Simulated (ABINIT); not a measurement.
ZrB2:

```xyz
3
Lattice="3.1700 0.0000 0.0000 -1.5850 2.7453 0.0000 0.0000 0.0000 3.5330" Properties=species:S:1:pos:R:3 pbc="T T T"
Zr    0.0000    0.0000    0.0000
B     1.5850    0.9151    1.7665
B     0.0000    1.8302    1.7665
```

Base run:

```yaml
Program: ABINIT 10.8.3 (patched build)
Functional: AM05
Potentials_or_basis: JTH PAW PBE v2.0
Cutoff: 544 eV
k_mesh: 10 × 10 × 8
Occupations: fermi-dirac, width 0.05 eV
Spin: no spin polarisation
```

Its results: band gap on the k mesh none (metal or under the smearing width); pressure -5.0 GPa.

Question: The run is repeated on the same cell with these changes: functional from AM05 to SCAN. What comes out?

Answer: Band gap on the k mesh none (metal or under the smearing width); pressure -0.9 GPa.

Caveats: the PAW data sets were made with another functional, which shifts forces and pressure a little.
